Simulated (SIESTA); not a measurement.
## PtSe2 (Sudovikovite) under changes of volume

One of the cells (20.265 Å³/atom); the others are scaled copies at fixed shape and fractional positions:

```
Pt Se
1.0
     3.72400    0.00000    0.00000
    -1.86200    3.22508    0.00000
     0.00000    0.00000    5.06200
Pt Se
1 2
Direct
  0.00000 0.00000 0.00000
  0.66667 0.33333 0.75000
  0.33333 0.66667 0.25000
```

| Quantity | Value |
| --- | --- |
| Program | SIESTA 5.4.2 |
| Functional | PBE |
| Potentials or basis | PseudoDojo 0.4 stringent (PBE files) |
| Basis | DZP (energy shift 0.002 Ry) |
| Grid cutoff | 800 Ry |
| Energy shift | 0.002 Ry |
| k mesh | 8 × 8 × 5 |
| Occupations | fermi-dirac, width 0.05 eV |
| Spin | no spin polarisation |

| volume (Å³/atom) | energy over the lowest point (meV/atom) | pressure (GPa) | largest force (eV/Å) |
| --- | --- | --- | --- |
| 19.049 | 160.34 | 22.4 | 2.195 |
| 19.455 | 109.98 | 17.8 | 1.814 |
| 19.860 | ? | ? | ? |
| 20.265 | 40.46 | 9.9 | 1.161 |
| 20.671 | 19.50 | 6.7 | 0.877 |
| 21.076 | 6.20 | 3.8 | 0.618 |
| 21.481 | 0.00 | 1.1 | 0.379 |

Q: What does the run at 19.860 Å³/atom give?

A: Energy over the lowest point 70.19 meV/atom; pressure 13.7 GPa; largest force 1.470 eV/Å.

Worked out: A Birch-Murnaghan fit of order 3 (a polynomial in V^(-2/3)) to the other rows has its minimum at 21.67 Å³/atom, just outside them, with B0 = V·E''(V) = 128 GPa and B' = 4.6 at fixed shape and positions, which overstates the stiffness. It gives 70.40 meV/atom at 19.860 Å³/atom, against the run's 70.19, and -dE/dV = 13.6 GPa, against 13.7.

Energies are extrapolated to zero smearing.

Caveats: semicore shells carry a single zeta, which can move pressures by several GPa and volumes by a few percent; the basis of atomic orbitals isn't converged, which shifts pressures, moduli and gaps; forces of over 1 eV/Å show positions far from the minimum, so gaps and moduli don't describe the material at rest (some runs).
